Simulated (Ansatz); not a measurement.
Write the native input for Ansatz 0.2.0 that does the following.

```
Task                : density of states
Functional          : RPBE
Potentials or basis : SPMS NC
Cutoff              : 626 eV (not typed: the program's choice for these potentials)
k mesh              : 6 × 6 × 6
Occupations         : fermi-dirac, width 0.01 eV
Spin                : no spin polarisation
```

The system is Hg.

```
Hg
1.0
    -1.85137    1.85137    1.89094
     1.85137   -1.85137    1.89094
     1.85137    1.85137   -1.89094
Hg
1
Direct
  0.50000 0.50000 0.00000
```

The cell isn't the ideal one: volume scaled by 0.96.

The input as run:

input.yaml

```yaml
crystal:
  lattice:
    - [-1.8513720229, 1.8513720229, 1.8909383704]
    - [1.8513720229, -1.8513720229, 1.8909383704]
    - [1.8513720229, 1.8513720229, -1.8909383704]
  atoms:
    - { symbol: Hg, position: [0.5, 0.5, 0.0] }
hamiltonian:
  xc: rpbe
  pseudopotentials: { kind: nc, source: spms }
kpoints:
  mp_grid: { grid: [6, 6, 6] }
scf:
  occupations: { method: fermi_dirac, width: 0.01 }
  n_extra_bands: 6
  mixing: { algorithm: broyden, beta: 0.3, ndim: 8 }
output:
  forces: true
  stress: true
  eigenvalues: true
  dos: { projected: false, de: 0.05 }
  write_density: true
  write_potential: true
  elf: true
  volumetric_format: npy
```

Potentials or basis: SPMS NC.

Launch:

```console
$ ansatz run input.yaml --threads 1 --pin off --max-ram 2560MiB --backend cpu --events-out ev --progress --plain --runs-dir out
```

It gave:

| Property | Result |
| --- | --- |
| Pressure | 3.2 GPa |
| Band gap on the k mesh | none (metal or under the smearing width) |
| Density of states at the Fermi level | 0.10 states/eV per cell |

Caveat: the k mesh is coarse (spacing up to 0.40 Å⁻¹), so the values aren't converged; the potentials were made for another functional, which shifts forces and pressure.

Wall time 1.6 s on 1 thread of Arm Neoverse V1, on a shared host, peak memory 0.24 GiB.
